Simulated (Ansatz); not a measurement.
# Mn3Sn: the cost of one run

Program: Ansatz 0.2.0. Level of theory: DFT PBE, scalar-relativistic, plane waves, PAW. These are calculated values, not measurements.

1 further run of the same task is left out (set aside as unsound or not needed).

## (1) The system as given

It takes space group P6_3/mmc (No. 194, hexagonal). The conventional cell has a = 5.523 Å, b = 5.523 Å, c = 4.423 Å, α = 90.00°, β = 90.00°, γ = 120.00°. Mn (site symmetry mm2) has 8 Mn at 2.66 to 2.86 Å and 4 Sn at 2.76 Å as nearest neighbours. Sn (site symmetry -6m2) has 12 Mn at 2.76 Å as nearest neighbours.

As a file:

```cif
data_structure
_symmetry_space_group_name_H-M 'P6_3/mmc'
_symmetry_Int_Tables_number 194
_cell_length_a 5.5234
_cell_length_b 5.5234
_cell_length_c 4.4228
_cell_angle_alpha 90.000
_cell_angle_beta 90.000
_cell_angle_gamma 120.000
_cell_volume 116.85
loop_
_atom_site_label
_atom_site_type_symbol
_atom_site_symmetry_multiplicity
_atom_site_Wyckoff_symbol
_atom_site_fract_x
_atom_site_fract_y
_atom_site_fract_z
_atom_site_occupancy
Mn1 Mn 6 h 0.83941 0.67882 0.25000 1
Sn1 Sn 2 c 0.33333 0.66667 0.25000 1
```

## (2) Volume x 0.97, shape and atoms relaxed

Input file input.yaml:

```yaml
crystal:
  lattice:
    - [5.5233709246, 0.0, 0.0]
    - [-2.7616854623, 4.7833795352, 0.0]
    - [0.0, 0.0, 4.4228085759]
  atoms:
    - { symbol: Mn, position: [0.8394106485, 0.678821297, 0.25], spin: 3.24 }
    - { symbol: Mn, position: [0.1605893515, 0.8394106485, 0.75], spin: 3.24 }
    - { symbol: Mn, position: [0.321178703, 0.1605893515, 0.25], spin: 3.24 }
    - { symbol: Mn, position: [0.1605893515, 0.321178703, 0.75], spin: 3.24 }
    - { symbol: Mn, position: [0.8394106485, 0.1605893515, 0.25], spin: 3.24 }
    - { symbol: Mn, position: [0.678821297, 0.8394106485, 0.75], spin: 3.24 }
    - { symbol: Sn, position: [0.3333333333, 0.6666666667, 0.25], spin: -0.14 }
    - { symbol: Sn, position: [0.6666666667, 0.3333333333, 0.75], spin: -0.14 }
basis:
  ecutwfc: 420
kpoints:
  mp_grid: { grid: [6, 6, 8] }
hamiltonian:
  xc: pbe
scf:
  occupations: { method: gaussian, width: 0.1 }
output:
  forces: true
  stress: true
  eigenvalues: true
  populations: true
magnetization:
  spin_polarized: true
relax:
  adjacent_minimum: "off"
  f_tol: 0.01
  max_steps: 30
  cell: { stress_tol: 0.1, fix: [volume] }
```

On the command line:

```
$ ansatz run input.yaml --threads 2 --pin off --max-ram 5120MiB --backend cpu --events-out ev --progress --plain --runs-dir out
```

What time and memory should one allow on 2 threads of Intel Xeon Platinum 8488C (Sapphire Rapids), shared host?

About 3.2 min, with a peak of 0.89 GiB.
